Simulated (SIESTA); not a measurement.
Crystal: Sn.

```
Sn
1.0
     0.00000    3.23334    3.23334
     3.23334    0.00000    3.23334
     3.23334    3.23334    0.00000
Sn
2
Direct
  0.75000 0.75000 0.75000
  0.50000 0.50000 0.50000
```

This isn't the form of Sn at room conditions, which is tetragonal (white tin).

Base run:

```yaml
Program: SIESTA 5.4.2
Functional: PBE
Potentials_or_basis: PseudoDojo 0.4 standard (PBE files)
Basis: TZDP (energy shift 0.003 Ry; two zetas on semicore shells)
Grid_cutoff: 500 Ry
Energy_shift: 0.003 Ry
k_mesh: 7 × 7 × 7
Occupations: fermi-dirac, width 0.05 eV
Spin: no spin polarisation
```

Its results: band gap on the k mesh none (metal or under the smearing width); pressure 4.3 GPa.

Problem. The run is repeated on the same cell with these changes: basis from TZDP (energy shift 0.003 Ry; two zetas on semicore shells) to SZP (energy shift 0.003 Ry). What comes out?

Solution. Band gap on the k mesh none (metal or under the smearing width); pressure 5.1 GPa.

Caveats: the basis of atomic orbitals isn't converged, which shifts pressures, moduli and gaps.
